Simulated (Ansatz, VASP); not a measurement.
## Ge in VASP and in Ansatz

```
CELL_PARAMETERS angstrom
3.32160 0.00000 0.00000
-0.03854 3.82993 0.00000
-1.59803 -1.87055 3.38554
ATOMIC_POSITIONS crystal
Ge 0.31257 0.30982 0.62350
Ge 0.68743 0.69018 0.37650
```

Alike in both runs: task relaxation of cell and atoms; functional PBE; k mesh 6 × 6 × 6; occupations gaussian, width 0.1 eV; no spin polarisation.

|  | VASP | Ansatz |
| --- | --- | --- |
| version | VASP 6.6.1 | Ansatz 0.2.0 |
| potentials or method | VASP PAW PBE potentials, release 64 (Ge_d) | scalar-relativistic, plane waves, PAW |
| plane-wave cutoff (eV) | 600 | 420 |
| valence electrons in the cell | 28 | 28 |

Ansatz gave:

```
gap on the k mesh at the Fermi level, each at its own relaxed structure (eV) : none
relaxed volume (Å³/atom)                                                     : 21.42
relaxed cell length with the largest relative difference (Å)                 : 4.166
energy change over the relaxation (meV/atom)                                 : -9
```

What did VASP give for the same quantities?

gap on the k mesh at the Fermi level, each at its own relaxed structure (eV): none; relaxed volume (Å³/atom): 21.43; relaxed cell length with the largest relative difference (Å): 4.173; energy change over the relaxation (meV/atom): -9.

A gap of «none» marks a metal or a gap that the smearing closes.
